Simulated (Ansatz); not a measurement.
Runs of Ansatz 0.2.0 on Pb. Symmetry: Fm-3m, No. 225, cubic system. Conventional cell: a = 4.950 Å, b = 4.950 Å, c = 4.950 Å, α = 90.00°, β = 90.00°, γ = 90.00°. Pb (site symmetry m-3m) has 12 Pb at 3.50 Å as nearest neighbours. 

| task | level | cell | k mesh | smearing | atoms under strain | gap on the mesh (eV) | pressure (GPa) | relaxed volume (Å³/atom) |
| --- | --- | --- | --- | --- | --- | --- | --- | --- |
| relaxation of cell and atoms | revPBE+D3(BJ) | relaxed | 9 × 9 × 9 | fermi-dirac 0.05 eV | - | - | 0.0 | 29.92 |
| relaxation of cell and atoms | BLYP+D4 | relaxed | 9 × 9 × 9 | fermi-dirac 0.05 eV | - | - | 0.0 | (b) |
| single point | PBE | as given | 9 × 9 × 9 | gaussian 0.028 eV | - | none | 2.2 | - |
| single point | PBE | as given | 9 × 9 × 9 | gaussian 0.027 eV | - | none | 2.2 | - |
| elastic constants | LDA | as given | 7 × 7 × 7 | fermi-dirac 0.05 eV | clamped | none | -1.5 | - |
| relaxation of cell and atoms | BLYP+D3(BJ) | relaxed | 9 × 9 × 9 | fermi-dirac 0.05 eV | - | - | 0.0 | 30.71 |
| relaxation of cell and atoms | revPBE+D4 | relaxed | 9 × 9 × 9 | fermi-dirac 0.05 eV | - | - | 0.0 | (a) |

Alike in all rows: potentials or basis Ansatz PAW; no spin polarisation; cutoff (eV) 420.

**Question.** Fill in the values left out.

**Answer.** (a) 30.55; (b) 31.57.

Caveats: the PAW data sets come from PBE, with cores solved anew for the run's functional, which leaves a small shift of forces and pressure (some runs); the plane-wave basis is chosen anew once the cell has moved, so the energies of steps on either side of that aren't comparable (some runs); elastic constants of metals need much finer meshes, so these are rough (some runs).

A k mesh can miss the band edges, and the runs leave out spin-orbit coupling on Pb.

A gap of «none» marks a metal or a gap under the smearing width.
